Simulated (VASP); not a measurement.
# BaS: relaxation of cell and atoms with vdW-DF-cx

The system is BaS.

```
Ba S
1.0
     0.00000    3.19375    3.19375
     3.19375    0.00000    3.19375
     3.19375    3.19375    0.00000
Ba S
1 1
Direct
  0.00000 0.00000 0.00000
  0.50000 0.50000 0.50000
```

```
Program                : VASP 6.6.1
Task                   : relaxation of cell and atoms
Functional             : vdW-DF-cx
Potentials or basis    : VASP PAW PBE potentials, release 64 (Ba_sv, S)
Cutoff                 : 600 eV
k mesh                 : 7 × 7 × 7
Occupations            : fermi-dirac, width 0.05 eV
Spin                   : no spin polarisation
Further INCAR settings : ALGO = Fast; EDIFF = 1e-06; IBRION = 2; EDIFFG = -0.01; NSW = 60; ISIF = 3
```

```json
{
  "Relaxed volume": "32.41 Å³/atom",
  "Relaxed cell": "a = 4.509 Å, b = 4.509 Å, c = 4.509 Å, α = 60.00°, β = 60.00°, γ = 60.00°",
  "Space group after relaxing (to 0.05 Å)": "Fm-3m (No. 225)",
  "Energy gained by relaxing": "0.1 meV/atom",
  "Ionic steps": "3",
  "Pressure after relaxing": "0.0 GPa",
  "Band gap on the k mesh": "2.10 eV, indirect (least direct gap 2.25 eV)"
}
```

Step by step:
```tsv
step	energy change (eV)	largest force (eV/Å)	pressure (GPa)	volume (Å³)
1	0.0000	0.0000	-0.23	65.15
2	-0.0002	0.0000	0.09	64.71
3	-0.0002	0.0000	0.00	64.83
```

Final structure:
```yaml
crystal:
  lattice:
    - [0.00000, 3.18844, 3.18844]
    - [3.18844, 0.00000, 3.18844]
    - [3.18844, 3.18844, 0.00000]
  atoms:
    - { symbol: Ba, position: [0.00000, 0.00000, 0.00000] }
    - { symbol: S, position: [0.50000, 0.50000, 0.50000] }
```

Levels at points of the mesh, in eV from the valence-band top:
| k point | band 4 | band 5 | band 6 | band 7 | band 8 | band 9 | band 10 | band 11 | band 12 |
| --- | --- | --- | --- | --- | --- | --- | --- | --- | --- |
| (0.00, 0.00, 0.00) | -11.07 | -10.34 | 0.00 | 0.00 | 0.00 | 3.55 | 3.84 | 3.84 | 3.84 |

It took 3.3 min on 1 thread of Intel(R) Xeon(R) 6975P-C (Granite Rapids), on a shared host, peak memory 0.47 GiB.

Caveat: the PAW data sets were made with another functional, which shifts forces and pressure a little; spin-orbit coupling is left out, which moves the levels of the heavy elements; an odd mesh through Γ misses points on the zone boundary, where band edges often lie.
